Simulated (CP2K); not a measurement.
Runs of CP2K 2026.2 on WS2. The cell holds a slab with vacuum, 6 atoms: a = 3.183 Å, b = 3.183 Å, c = 23.669 Å, α = 90.00°, β = 90.00°, γ = 120.00°. 

| level | potentials or basis | smearing | EPS_DEFAULT | NGRIDS | points a segment of the path (NPOINTS) | bands added on the path | CUTOFF of the grids | gap on the mesh (eV) | largest force (eV/Å) |
| --- | --- | --- | --- | --- | --- | --- | --- | --- | --- |
| PBEsol | POTENTIAL_UZH W GTH-PBE-q14, S GTH-PBE-q6; TZVP-MOLOPT-PBE-GTH basis | fermi-dirac 0.01 eV | 1.0E-10 | 4 | 10 | 6 | 450 Ry | (a) | 0.03 |
| TB-mBJ | POTENTIAL_UZH W GTH-PBE-q14, S GTH-PBE-q6; TZVP-MOLOPT-PBE-GTH basis | fermi-dirac 0.1 eV | 1.0E-10 | 5 | 8 | 4 | 675 Ry | 1.73 | - |
| r2SCAN | POTENTIAL_UZH W GTH-SCAN-q14, S GTH-SCAN-q6; TZVP-MOLOPT-SCAN-GTH basis | fermi-dirac 0.05 eV | 1.0E-9 | 4 | 8 | 2 | 675 Ry | 1.73 | 0.13 |
| LDA | GTH_POTENTIALS W GTH-PADE-q14, S GTH-PADE-q6; TZVP-MOLOPT-PBE-GTH basis | fermi-dirac 0.1 eV | 1.0E-9 | 4 | 10 | 2 | 450 Ry | 1.47 | (b) |

Alike in all rows: task band structure; no spin polarisation; cell as given; k mesh 10 × 10 × 2.

Task: Fill in the values left out.

Result: (a) 1.65; (b) 0.85.

Caveats: spin-orbit coupling is left out, which moves the levels of the heavy elements; the basis of atomic orbitals isn't converged, which shifts pressures, moduli and gaps; the potentials were made for another functional, which shifts forces and pressure (some runs); meta-GGAs are noisy in the vacuum on a uniform grid, which can shift empty levels and the work function (some runs); this is a model potential without an energy functional, so only levels have meaning (some runs).

A k mesh can miss the band edges, and the runs leave out spin-orbit coupling on W.
